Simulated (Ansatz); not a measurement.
# InP: the cost of one run

Method: DFT PBE, scalar-relativistic, plane waves, PAW, in Ansatz 0.2.0.

### 1 The system as given

It takes space group Fm-3m (No. 225, cubic). Conventional cell: a = 5.540 Å, b = 5.540 Å, c = 5.540 Å, α = 90.00°, β = 90.00°, γ = 90.00°. Around In (site symmetry m-3m) lie 6 P at 2.77 Å. P (site symmetry m-3m) has 6 In at 2.77 Å as nearest neighbours.

Coordinates:

```
CELL_PARAMETERS angstrom
0.00000 2.77020 2.77020
2.77020 0.00000 2.77020
2.77020 2.77020 0.00000
ATOMIC_POSITIONS crystal
In 0.00000 0.00000 0.00000
P 0.50000 0.50000 0.50000
```

It is the result of an earlier relaxation at this level (volume 21.26 Å³/atom; gap on the mesh: none (metal)).

### 2 The scan

The energy is mapped over a normal mode and a strain (zone-centre modes of the cell shown) (x along [1 0 0], y along [0 1 0], z along [0 0 1] of the conventional cell).

The axes are (1) amplitude of mode 4 (153 cm⁻¹), largest displacement in the unstrained cell: 7 values from −0.422 Å; (2) normal strain along x: 7 values from −7.00 %.

Nothing else is relaxed (the pattern is fixed in fractional coordinates). Energies count from the relaxed high-symmetry cell. Points are written as (first, second).

The modes come from a phonon run on the reference cell, made beforehand.

The patterns, per unit of each coordinate (Å):

```tsv
atom	x1	y1	z1
In1	-0.270	0.000	0.000
P2	1.000	0.000	0.000
```

### 3 The run at (−0.141 Å, −7.00 %)

Input file input.yaml:

```yaml
crystal:
  lattice:
    - [0.0, 2.7701982124, 2.7701982124]
    - [2.5762843375, 0.0, 2.7701982124]
    - [2.5762843375, 2.7701982124, 0.0]
  atoms:
    - { symbol: In, position: [-0.0068507361, 0.0068507361, 0.0068507361] }
    - { symbol: P, position: [0.5253952947, 0.4746047053, 0.4746047053] }
basis:
  ecutwfc: 420
kpoints:
  mp_grid: { grid: [14, 14, 14] }
hamiltonian:
  xc: pbe
  pseudopotentials: { kind: paw, azcp: { folder: soft_1 } }
scf:
  occupations: { method: gaussian, width: 0.15 }
output:
  forces: true
  stress: true
  eigenvalues: true
```

Command:

```console
> ansatz run input.yaml --threads 1 --pin off --max-ram 2048MiB --backend cpu --events-out ev --progress --plain --runs-dir out
```

What time and memory should one allow on 1 thread of Arm Neoverse N1, shared host?

About 21 s, with a peak of 0.41 GiB.
